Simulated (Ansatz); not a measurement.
# SrVO₃: enthalpy against pressure

SrVO₃, Pm-3m, a = 3.859 Å. The structure is a COD entry; whether it is the stable form wasn't checked. Ansatz: PBE, PAW, 420 eV, Γ-centred 10×10×10 mesh on 5 atoms, Gaussian smearing 0.10 eV; collinear spin, largest moment 0.3 μB. Cell and atoms are relaxed at each pressure, and no other structure is tried, so the rows at high pressure may lie past a change of phase. y is the enthalpy over the state at zero pressure; there V0 = 11.492 Å³/atom. The pressures are the targets, met within 0.05 GPa.

| P (GPa) | y (eV/atom) |
| --- | --- |
| -1.0 | -0.0719 |
| 0.0 | 0.0000 |
| 1.0 | 0.0716 |
| 4.0 | 0.2839 |
| 12.0 | 0.8351 |
| 25.0 | 1.6921 |
| 50.0 | ? |
| 90.0 | 5.5160 |

**Question.** Fit y = c1 P + c2 P² + c3 P³ to the other rows, say what c1 and c2 mean, and predict the missing value.

**Answer.** Least squares on the rows shown. y = 0.071583 P − 0.00017208 P² + 6.4113×10⁻⁷ P³. Since dH/dP = V, c1 is V0: 0.071583 eV/GPa × 160.2 = 11.468 Å³ against 11.492; c2 = −V0/(2B0) gives B0 = 208 GPa, where a Birch–Murnaghan fit to the volumes of the same runs (not shown) gives 181 GPa: a cubic over this range folds the higher terms into c2. Above P = −c2/(3 c3) = 89 GPa the cubic's slope, the volume, would rise with pressure, so the form fails there. At P = 50.0 the fit asked for gives 3.2291 eV/atom. The run gave 3.2384 eV/atom, so the fit is 0.0093 eV/atom too low, 0.17 % of the span of the series, against an rms of 0.0002 eV/atom on the fitted rows. With a term in P⁴ added, a fit to the same known rows predicts 3.2442 eV/atom, a smaller miss on the other side. The records add, with no proof that it causes the miss: the largest moment runs from 0.00 to 0.35 μB along the series.

The largest moment runs from 0.00 to 0.35 μB along the series, so B0 and B0′ hold the change of the moment too.

Moments started parallel, and an antiferromagnetic order may lie lower.

Symmetry holds off the tilts and polar distortions that many cubic perovskites undergo.